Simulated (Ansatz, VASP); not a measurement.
Y in VASP and in Ansatz

```
CELL_PARAMETERS angstrom
3.09842 0.00000 0.00000
0.00000 3.09842 0.00000
0.00000 0.00000 3.09842
ATOMIC_POSITIONS crystal
Y 0.00000 0.00000 0.00000
```

Alike in both runs: task single point; functional LDA; k mesh 11 × 11 × 11; occupations fermi-dirac, width 0.1 eV; no spin polarisation.

|  | VASP | Ansatz |
| --- | --- | --- |
| version | VASP 6.6.1 | Ansatz 0.2.0 |
| potentials or method | VASP PAW LDA potentials, release 64 (Y_sv) | plane waves (420 eV) with PAW, scalar-relativistic |
| plane-wave cutoff (eV) | 520 | 420 |
| valence electrons in the cell | 11 | 11 |

Ansatz gave:

| Quantity | Value |
| --- | --- |
| pressure (GPa) | 1.3 |

Task: Which values does VASP return?

Result: Pressure (GPa): 1.2.

Ansatz warned: «pseudo_functional_mismatch».
